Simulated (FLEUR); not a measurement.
LiCl under changes of volume

One of the cells (16.871 Å³/atom); the others are scaled copies at fixed shape and fractional positions:

```
Cl Li
1.0
     0.00000    2.56477    2.56477
     2.56477    0.00000    2.56477
     2.56477    2.56477    0.00000
Cl Li
1 1
Direct
  0.50000 0.50000 0.50000
  0.00000 0.00000 0.00000
```

```yaml
Program: FLEUR MaX-R8.1 (later development tree)
Functional: PBEsol
Potentials_or_basis: all-electron
Basis: FLAPW
Kmax: 4.21 1/bohr
k_mesh: 9 × 9 × 9
Occupations: fermi-dirac, width 0.05 eV
Spin: no spin polarisation
```

| volume (Å³/atom) | energy over the lowest point (meV/atom) | gap on the mesh (eV) |
| --- | --- | --- |
| 15.859 | ? | ? |
| 16.196 | 0.00 | 6.36 |
| 16.871 | 2.59 | 6.13 |
| 17.546 | 10.18 | 5.91 |
| 17.883 | 15.54 | 5.81 |

**Question.** What does the run at 15.859 Å³/atom give?

**Answer.** Energy over the lowest point 0.95 meV/atom; gap on the mesh 6.49 eV.

Worked out: A Birch-Murnaghan fit of order 2 (a polynomial in V^(-2/3)) to the other rows has its minimum at 16.23 Å³/atom with B0 = V·E''(V) = 35 GPa. It gives 0.93 meV/atom at 15.859 Å³/atom, against the run's 0.95. A straight line through the other rows of the gap, of slope -5.57 eV per unit of ln V (its deformation potential), extrapolates to 6.48 eV, against the run's 6.49.

Energies are extrapolated to zero smearing.

Caveats: an odd mesh through Γ misses points on the zone boundary, where band edges often lie.
